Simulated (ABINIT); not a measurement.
# TiAl (P-6m2) in ABINIT: further runs

The runs below take TiAl through relaxation of cell and atoms, single point, with LDA.

All numbers are computed with ABINIT 10.8.3 (patched build); they aren't measurements. Logs are shortened: lines on timing, memory, paths and dates and some standing lists are left out, and cuts for length are marked. The log counts tension as positive stress, the text compression.

**1. The structure**

The structure is hexagonal, space group P-6m2 (No. 187). The conventional cell has a = 2.867 Å, b = 2.867 Å, c = 4.678 Å, α = 90.00°, β = 90.00°, γ = 120.00°. Around Ti (site symmetry -6m2) lie 6 Al at 2.87 Å and 6 Ti at 2.87 Å. Around Al (site symmetry -6m2) lie 6 Ti at 2.87 Å and 6 Al at 2.87 Å.

The cell comes from a database or a generator and needn't be the stable form of this composition.

**2. Relaxation of cell and atoms, LDA**

The input, run.abi:

```
# Pseudopotentials
pp_dirpath "./"
pseudos "Ti.upf, Al.upf"

# Structure
acell 3*1.0 Angstrom
rprim
     2.8672622327     0.0000000000     0.0000000000
    -1.4336311163     2.4831219328     0.0000000000
     0.0000000000     0.0000000000     4.6780830000
ntypat 2
znucl 22 13
natom 2
typat 1 2
chkprim 0
chksymtnons 0
tolsym 1.0e-6
xred
            0.0            0.0            0.0
            1/3            2/3            1/2

# Plane-wave basis
ecut 42.0
ecutsm 0.5

# k points
kptopt 1
ngkpt 8 8 4
nshiftk 1
shiftk 0.0 0.0 0.0

# Exchange and correlation
ixc 7

# Bands and occupations
nband 12
occopt 3
tsmear 0.00183747

# SCF cycle
nstep 80
tolvrs 1.0e-12

# Output
iomode 3
prteig 0
prtebands 0
prtwf 0
prtden 0

# Relaxation
ionmov 2
optcell 2
ntime 50
tolmxf 2.0e-5
dilatmx 1.08
```

Potentials or basis: PseudoDojo NC SR LDA v0.4.1 standard.

Launch:

```console
$ mpirun --bind-to none -np 4 abinit run.abi > log 2>&1
```

run.abo:

```text
.Version 10.8.3 of ABINIT
 Symmetries : space group P-6 m 2 (#187); Bravais hP (primitive hexag.)
================================================================================
 Values of the parameters that define the memory need of the present run
     intxc =       0    ionmov =       2      iscf =       7    lmnmax =       6
     lnmax =       6     mgfft =      60  mpssoang =       3    mqgrid =    3001
     natom =       2  nloc_mem =       1    nspden =       1   nspinor =       1
    nsppol =       1      nsym =      12    n1xccc =    2501    ntypat =       2
    occopt =       3   xclevel =       1
       mpw =        3701          nfft =       77760          nkpt =          30
================================================================================
================================================================================

--------------------------------------------------------------------------------
------------- Echo of variables that govern the present computation ------------
--------------------------------------------------------------------------------
 -outvars: echo values of preprocessed input variables --------
            acell      1.8897261259E+00  1.8897261259E+00  1.8897261259E+00 Bohr
              amu      4.78800000E+01  2.69815390E+01
          chkprim           0
      chksymtnons           0
          dilatmx      1.08000000E+00
             ecut      4.20000000E+01 Hartree
           ecutsm      5.00000000E-01 Hartree
           ionmov           2
              ixc           7
         kptrlatt        8    0    0      0    8    0      0    0    4
          kptrlen      3.53611827E+01
            natom           2
            nband          12
            ngfft          36      36      60
             nkpt          30
            nstep          80
             nsym          12
            ntime          50
           ntypat           2
           occopt           3
          optcell           2
           prtden           0
        prtebands           0
           prteig           0
            prtwf           0
            rprim      2.8672622327E+00  0.0000000000E+00  0.0000000000E+00
                      -1.4336311163E+00  2.4831219328E+00  0.0000000000E+00
                       0.0000000000E+00  0.0000000000E+00  4.6780830000E+00
          spgroup         187
           tolmxf      2.00000000E-05
           tolsym      1.00000000E-06
           tolvrs      1.00000000E-12
           tsmear      1.83747000E-03 Hartree
            typat      1  2
           xangst      0.0000000000E+00  0.0000000000E+00  0.0000000000E+00
                       3.3333239098E-11  1.6554146219E+00  2.3390415000E+00
            xcart      0.0000000000E+00  0.0000000000E+00  0.0000000000E+00
                       6.2990692785E-11  3.1282802602E+00  4.4201478321E+00
             xred      0.0000000000E+00  0.0000000000E+00  0.0000000000E+00
                       3.3333333333E-01  6.6666666667E-01  5.0000000000E-01
            znucl       22.00000   13.00000

[... 844 lines left out ...]
  max grad (force/stress) = 7.3810E-06 < tolmxf= 2.0000E-05 ha/bohr (free atoms)

================================================================================

 ----iterations are completed or convergence reached----

 Mean square residual over all n,k,spin=   21.010E-11; max=  75.380E-09
 reduced coordinates (array xred) for    2 atoms
      -0.000000000000     -0.000000000000      0.000000000000
       0.333333333333      0.666666666667      0.500000000000
 rms dE/dt=  4.2160E-29; max dE/dt=  5.4694E-29; dE/dt below (all hartree)
    1      -0.000000000000      0.000000000000      0.000000000000
    2       0.000000000000     -0.000000000000      0.000000000000

 cartesian coordinates (angstrom) at end:
    1      0.00000000000000    -0.00000000000000     0.00000000000000
    2      0.00000000003277     1.62756152670540     2.28389633122491

 cartesian forces (hartree/bohr) at end:
    1      0.00000000000000    -0.00000000000000    -0.00000000000000
    2     -0.00000000000000     0.00000000000000    -0.00000000000000
 frms,max,avg= 6.4498124E-30 9.6747186E-30   0.000E+00  0.000E+00  0.000E+00 h/b

 cartesian forces (eV/Angstrom) at end:
    1      0.00000000000000    -0.00000000000000    -0.00000000000000
    2     -0.00000000000000     0.00000000000000    -0.00000000000000
 frms,max,avg= 3.3166269E-28 4.9749403E-28   0.000E+00  0.000E+00  0.000E+00 e/A
 length scales=  5.327174338884  5.327174338789  8.631877131961 bohr
              =  2.819019256732  2.819019256682  4.567792662450 angstroms
 Fermi (or HOMO) energy (hartree) =   0.32957   Average Vxc (hartree)=  -0.41343
 Eigenvalues (hartree) for nkpt=  30  k points:
 kpt#   1, nband= 12, wtk=  0.00391, kpt=  0.0000  0.0000  0.0000 (reduced coord)
  -1.72126   -0.86300   -0.84558   -0.84558   -0.00683    0.24404    0.26581    0.37755
   0.37755    0.43601    0.43601    0.48613
      occupation numbers for kpt#   1
   2.00000    2.00000    2.00000    2.00000    2.00000    2.00000    2.00000    0.00000
   0.00000    0.00000    0.00000    0.00000
 prteigrs : prtvol=0 or 1, do not print more k-points.

--- !EnergyTerms
iteration_state     : {dtset: 1, itime: 8, icycle: 1, }
comment             : Components of total free energy in Hartree
kinetic             :  2.44714618165438E+01
hartree             :  1.78238777819001E+01
xc                  : -9.78775368016790E+00
Ewald energy        : -3.91005574022833E+01
psp_core            :  1.09016004660593E+00
local_psp           : -5.69648204204067E+01
non_local_psp       :  7.40620273019019E-01
internal            : -6.17270115847892E+01
'-kT*entropy'       : -7.50502855208595E-04
total_energy        : -6.17277620876444E+01
total_energy_eV     : -1.67969797626691E+03
band_energy         : -6.93998851653912E+00
...

 Cartesian components of stress tensor (hartree/bohr^3)
  sigma(1 1)= -5.71256398E-08  sigma(3 2)=  0.00000000E+00
  sigma(2 2)= -5.71255161E-08  sigma(3 1)=  0.00000000E+00
  sigma(3 3)= -7.38100553E-08  sigma(2 1)= -1.03473487E-13

-Cartesian components of stress tensor (GPa)         [Pressure=  1.8443E-03 GPa]
- sigma(1 1)= -1.68069435E-03  sigma(3 2)=  0.00000000E+00
- sigma(2 2)= -1.68069071E-03  sigma(3 1)=  0.00000000E+00
- sigma(3 3)= -2.17156680E-03  sigma(2 1)= -3.04429510E-09

== END DATASET(S) ==============================================================
================================================================================

 -outvars: echo values of variables after computation  --------
            acell      5.3271743389E+00  5.3271743388E+00  8.6318771320E+00 Bohr
           etotal     -6.1727762088E+01
            fcart      9.6747185648E-30 -5.5857013680E-30 -0.0000000000E+00
                      -9.6747185648E-30  5.5857013680E-30 -0.0000000000E+00
            rprim      1.0000000000E+00  0.0000000000E+00  0.0000000000E+00
                      -4.9999999999E-01  8.6602540379E-01  0.0000000000E+00
                       0.0000000000E+00  0.0000000000E+00  1.0000000000E+00
           strten     -5.7125639768E-08 -5.7125516061E-08 -7.3810055277E-08
                       0.0000000000E+00  0.0000000000E+00 -1.0347348733E-13
           xangst      3.7311609862E-29 -1.1154777359E-28  0.0000000000E+00
                       3.2772449827E-11  1.6275615267E+00  2.2838963312E+00
             xred     -9.6099120932E-30 -4.5691165079E-29  0.0000000000E+00
                       3.3333333333E-01  6.6666666667E-01  5.0000000000E-01
 Calculation completed.
```

Run time: 3.5 min. Hardware: 4 MPI ranks of Intel Xeon at 2.50GHz (Skylake/Cascade Lake), shared host; peak memory 0.32 GiB.

What came out:

| Quantity | Value |
| --- | --- |
| Free energy | -1679.6980 eV |
| Relaxed volume | 15.72 Å³/atom |
| Relaxed cell | a = 2.819 Å, b = 2.819 Å, c = 4.568 Å, α = 90.00°, β = 90.00°, γ = 120.00° |
| Space group after relaxing (to 0.05 Å) | P-6m2 (No. 187) |
| Energy gained by relaxing | 19.4 meV/atom |
| Ionic steps | 8 |
| Pressure after relaxing | 0.0 GPa |
| Band gap on the k mesh | none (metal or under the smearing width) |

Step by step:
```
step  energy change (eV)  largest force (eV/Å)  pressure (GPa)  volume (Å³)
   1              0.0000                0.0000           -6.18        33.31
   2             -0.0211                0.0000           -4.31        32.68
   3             -0.0387                0.0000            0.35        31.34
   4             -0.0388                0.0000           -0.01        31.44
   5             -0.0388                0.0000            0.00        31.44
   6             -0.0388                0.0000            0.01        31.43
   7             -0.0388                0.0000            0.01        31.44
   8             -0.0388                0.0000            0.00        31.44
```

Final structure:
```
Ti Al
1.0
     2.81902    0.00000    0.00000
    -1.40951    2.44134    0.00000
     0.00000    0.00000    4.56779
Ti Al
1 1
Direct
  0.00000 0.00000 0.00000
  0.33333 0.66667 0.50000
```

**3. Single point, LDA (cell relaxed)**

The input, run.abi:

```
pp_dirpath "./"
pseudos "Ti.upf, Al.upf"

acell 5.3271743414 5.3271743367 8.6318771404
rprim
     1.0000000000     0.0000000000     0.0000000000
    -0.5000000004     0.8660254035     0.0000000000
     0.0000000000     0.0000000000     1.0000000000
ntypat 2
znucl 22 13
natom 2
typat 1 2
xred
     0.0000000000     0.0000000000     0.0000000000
     0.3333333300     0.6666666700     0.5000000000
chkprim 0
chksymtnons 0
tolsym 1.0e-6

ecut 42.0

kptopt 1
ngkpt 8 8 4
nshiftk 1
shiftk 0.0 0.0 0.0

ixc 7

nband 12
occopt 3
tsmear 0.05 eV

nstep 100
tolvrs 1.0e-10

iomode 3
prtwf 0
prteig 0
prtebands 0
enunit 1
prtden 1
prtvha 1
prtvclmb 1
prtpot 1
prtelf 1
```

Potentials or basis: PseudoDojo NC SR LDA v0.4.1 standard.

Launch:

```console
$ mpirun --bind-to none -np 4 abinit run.abi > log 2>&1
```

run.abo:

```text
.Version 10.8.3 of ABINIT
 Symmetries : space group P-6 m 2 (#187); Bravais hP (primitive hexag.)
================================================================================
 Values of the parameters that define the memory need of the present run
     intxc =       0    ionmov =       0      iscf =       7    lmnmax =       6
     lnmax =       6     mgfft =      54  mpssoang =       3    mqgrid =    3001
     natom =       2  nloc_mem =       1    nspden =       1   nspinor =       1
    nsppol =       1      nsym =      12    n1xccc =    2501    ntypat =       2
    occopt =       3   xclevel =       1
       mpw =        2776          nfft =       55296          nkpt =          30
================================================================================
================================================================================

--------------------------------------------------------------------------------
------------- Echo of variables that govern the present computation ------------
--------------------------------------------------------------------------------
 -outvars: echo values of preprocessed input variables --------
            acell      5.3271743414E+00  5.3271743367E+00  8.6318771404E+00 Bohr
              amu      4.78800000E+01  2.69815390E+01
          chkprim           0
      chksymtnons           0
             ecut      4.20000000E+01 Hartree
           enunit           1
              ixc           7
         kptrlatt        8    0    0      0    8    0      0    0    4
          kptrlen      3.45275086E+01
            natom           2
            nband          12
            ngfft          32      32      54
             nkpt          30
            nstep         100
             nsym          12
           ntypat           2
           occopt           3
        prtebands           0
           prteig           0
           prtelf           1
           prtpot           1
         prtvclmb           1
           prtvha           1
            prtwf           0
            rprim      1.0000000000E+00  0.0000000000E+00  0.0000000000E+00
                      -5.0000000040E-01  8.6602540350E-01  0.0000000000E+00
                       0.0000000000E+00  0.0000000000E+00  1.0000000000E+00
          spgroup         187
           tolsym      1.00000000E-06
           tolvrs      1.00000000E-10
           tsmear      1.83746611E-03 Hartree
            typat      1  2
           xangst      0.0000000000E+00  0.0000000000E+00  0.0000000000E+00
                       7.7306051841E-11  1.6275615255E+00  2.2838963335E+00
            xcart      0.0000000000E+00  0.0000000000E+00  0.0000000000E+00
                       1.4608726586E-10  3.0756455363E+00  4.3159385702E+00
             xred      0.0000000000E+00  0.0000000000E+00  0.0000000000E+00
                       3.3333333333E-01  6.6666666667E-01  5.0000000000E-01
            znucl       22.00000   13.00000

================================================================================

 chkinp: Checking input parameters for consistency.

================================================================================
== DATASET  1 ==================================================================

--- !DatasetInfo
iteration_state: {dtset: 1, }
dimensions: {natom: 2, nkpt: 30, mband: 12, nsppol: 1, nspinor: 1, nspden: 1, mpw: 2776, }
cutoff_energies: {ecut:  42.0, pawecutdg:  -1.0, }
electrons: {nelect:   1.50000000E+01, charge:   0.00000000E+00, occopt:   3.00000000E+00, tsmear:   1.83746611E-03, }
meta: {optdriver: 0, ionmov: 0, optcell: 0, iscf: 7, paral_kgb: 0, }
...

[... 61 lines left out ...]
 End of ELF section

 Cartesian components of stress tensor (hartree/bohr^3)
  sigma(1 1)=  1.25439338E-07  sigma(3 2)=  0.00000000E+00
  sigma(2 2)=  1.25451781E-07  sigma(3 1)=  0.00000000E+00
  sigma(3 3)=  1.11102900E-07  sigma(2 1)= -2.44088283E-13

--- !ResultsGS
iteration_state: {dtset: 1, }
comment   : Summary of ground state results
lattice_vectors:
- [  5.3271743,   0.0000000,   0.0000000, ]
- [ -2.6635872,   4.6134683,   0.0000000, ]
- [  0.0000000,   0.0000000,   8.6318771, ]
lattice_lengths: [   5.32717,    5.32717,    8.63188, ]
lattice_angles: [ 90.000,  90.000, 120.000, ] # degrees, (23, 13, 12)
lattice_volume:   2.1214349E+02
convergence: {deltae: -2.728E-12, res2:  4.633E-11, residm:  3.566E-04, diffor: null, }
etotal    :  -6.17277624E+01
entropy   :   0.00000000E+00
fermie    :   3.29574580E-01
cartesian_stress_tensor: # hartree/bohr^3
- [  1.25439338E-07,  -2.44088283E-13,   0.00000000E+00, ]
- [ -2.44088283E-13,   1.25451781E-07,   0.00000000E+00, ]
- [  0.00000000E+00,   0.00000000E+00,   1.11102900E-07, ]
pressure_GPa:  -3.5501E-03
xred      :
- [  0.0000E+00,   0.0000E+00,   0.0000E+00, Ti]
- [  3.3333E-01,   6.6667E-01,   5.0000E-01, Al]
cartesian_forces: # hartree/bohr
- [  1.61745499E-27,   9.33838074E-28,  -0.00000000E+00, ]
- [ -1.61745499E-27,  -9.33838074E-28,  -0.00000000E+00, ]
force_length_stats: {min:   1.86767615E-27, max:   1.86767615E-27, mean:   1.86767615E-27, }
...

 Integrated electronic density in atomic spheres:
 ------------------------------------------------
 Atom  Sphere_radius  Integrated_density
    1        2.00000          9.57005401
    2        2.00000          0.96196093
================================================================================

 ----iterations are completed or convergence reached----

 Mean square residual over all n,k,spin=   15.425E-07; max=  35.658E-05
 reduced coordinates (array xred) for    2 atoms
       0.000000000000      0.000000000000      0.000000000000
       0.333333333333      0.666666666667      0.500000000000
 rms dE/dt=  7.0353E-27; max dE/dt=  1.7233E-26; dE/dt below (all hartree)
    1       0.000000000000      0.000000000000      0.000000000000
    2       0.000000000000      0.000000000000      0.000000000000

 cartesian coordinates (angstrom) at end:
    1      0.00000000000000     0.00000000000000     0.00000000000000
    2      0.00000000007731     1.62756152552327     2.28389633345770

 cartesian forces (hartree/bohr) at end:
    1      0.00000000000000     0.00000000000000    -0.00000000000000
    2     -0.00000000000000    -0.00000000000000    -0.00000000000000
 frms,max,avg= 1.0783033E-27 1.6174550E-27   0.000E+00  0.000E+00  0.000E+00 h/b

 cartesian forces (eV/Angstrom) at end:
    1      0.00000000000000     0.00000000000000    -0.00000000000000
    2     -0.00000000000000    -0.00000000000000    -0.00000000000000
 frms,max,avg= 5.5448586E-26 8.3172880E-26   0.000E+00  0.000E+00  0.000E+00 e/A
 length scales=  5.327174341400  5.327174336700  8.631877140400 bohr
              =  2.819019258064  2.819019255576  4.567792666915 angstroms
 Fermi (or HOMO) energy (eV) =   8.96818   Average Vxc (eV)= -11.24998
 Eigenvalues (   eV  ) for nkpt=  30  k points:
 kpt#   1, nband= 12, wtk=  0.00391, kpt=  0.0000  0.0000  0.0000 (reduced coord)
 -46.83776  -23.48350  -23.00928  -23.00928   -0.18590    6.64058    7.23297   10.27356
  10.27356   11.86446   11.86446   13.22824
 prteigrs : prtvol=0 or 1, do not print more k-points.

--- !EnergyTerms
iteration_state     : {dtset: 1, }
comment             : Components of total free energy in Hartree
kinetic             :  2.44714640932705E+01
hartree             :  1.78238782260860E+01
xc                  : -9.78775383149748E+00
Ewald energy        : -3.91005573827797E+01
psp_core            :  1.09016004581704E+00
local_psp           : -5.69648222427908E+01
non_local_psp       :  7.40619191814337E-01
internal            : -6.17270119000801E+01
'-kT*entropy'       : -7.50500311881296E-04
total_energy        : -6.17277624003920E+01
total_energy_eV     : -1.67969798477721E+03
band_energy         : -6.93998891978107E+00
...

 Cartesian components of stress tensor (hartree/bohr^3)
  sigma(1 1)=  1.25439338E-07  sigma(3 2)=  0.00000000E+00
  sigma(2 2)=  1.25451781E-07  sigma(3 1)=  0.00000000E+00
  sigma(3 3)=  1.11102900E-07  sigma(2 1)= -2.44088283E-13

-Cartesian components of stress tensor (GPa)         [Pressure= -3.5501E-03 GPa]
- sigma(1 1)=  3.69055274E-03  sigma(3 2)=  0.00000000E+00
- sigma(2 2)=  3.69091884E-03  sigma(3 1)=  0.00000000E+00
- sigma(3 3)=  3.26876017E-03  sigma(2 1)= -7.18132522E-09

== END DATASET(S) ==============================================================
================================================================================

 -outvars: echo values of variables after computation  --------
            acell      5.3271743414E+00  5.3271743367E+00  8.6318771404E+00 Bohr
           etotal     -6.1727762400E+01
            fcart      1.6174549887E-27  9.3383807417E-28 -0.0000000000E+00
                      -1.6174549887E-27 -9.3383807417E-28 -0.0000000000E+00
            rprim      1.0000000000E+00  0.0000000000E+00  0.0000000000E+00
                      -5.0000000040E-01  8.6602540350E-01  0.0000000000E+00
                       0.0000000000E+00  0.0000000000E+00  1.0000000000E+00
           strten      1.2543933795E-07  1.2545178142E-07  1.1110290002E-07
                       0.0000000000E+00  0.0000000000E+00 -2.4408828291E-13
           xangst      0.0000000000E+00  0.0000000000E+00  0.0000000000E+00
                       7.7306051841E-11  1.6275615255E+00  2.2838963335E+00
             xred      0.0000000000E+00  0.0000000000E+00  0.0000000000E+00
                       3.3333333333E-01  6.6666666667E-01  5.0000000000E-01
 Calculation completed.
```

Run time: 22 s. Hardware: 4 MPI ranks of Intel Xeon at 2.50GHz (Skylake/Cascade Lake), shared host; peak memory 0.28 GiB.

Results:

| Property | Result |
| --- | --- |
| Free energy | -1679.6980 eV |
| Pressure | 0.0 GPa |
| Band gap on the k mesh | none (metal or under the smearing width) |
| Valence electrons inside the program's atomic spheres | Ti 9.57; Al 0.96 |

Levels at points of the mesh, in eV from the Fermi level:
```tsv
k point	band 5	band 6	band 7	band 8	band 9	band 10
(0.00, 0.00, 0.00)	-9.15	-2.33	-1.74	1.31	1.31	2.90
(0.50, 0.00, 0.00)	-3.83	-2.82	-1.67	-1.09	2.17	4.21
(0.00, 0.00, 0.50)	-8.19	-5.33	-0.46	1.32	1.32	2.81
(0.50, 0.00, 0.50)	-3.82	-2.42	-1.93	0.68	1.00	1.95
```
